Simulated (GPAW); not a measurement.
The system is GaN.

```
Ga N
1.0
     0.00000    2.25350    2.25350
     2.25350    0.00000    2.25350
     2.25350    2.25350    0.00000
Ga N
1 1
Direct
  0.00000 0.00000 0.00000
  0.25000 0.25000 0.25000
```

The cell is a database's computed one.

Base run:

| Property | Result |
| --- | --- |
| Program | GPAW 26.7.0 |
| Functional | LDA |
| Potentials or basis | JTH PAW 2.0, LDA |
| Cutoff | 600 eV |
| Basis | pw |
| k mesh | 8 × 8 × 8 |
| Occupations | fermi-dirac, width 0.05 eV |
| Spin | no spin polarisation |

Its results: band gap on the k mesh 1.72 eV, direct; pressure -8.1 GPa.

The run is repeated on the same cell with these changes: potentials or basis from JTH PAW 2.0, LDA to PAW data sets generated in the run's folder for this functional; cutoff from 600 eV to 800 eV; k mesh from 8 × 8 × 8 to 10 × 10 × 10; valence electrons from 18 to 8. What comes out?

Band gap on the k mesh 1.88 eV, direct; pressure 0.8 GPa.

Caveats: the cutoff is short for stress and forces, so pressures can be off by a GPa or more (some runs); the program truncates these outside data sets (some runs).
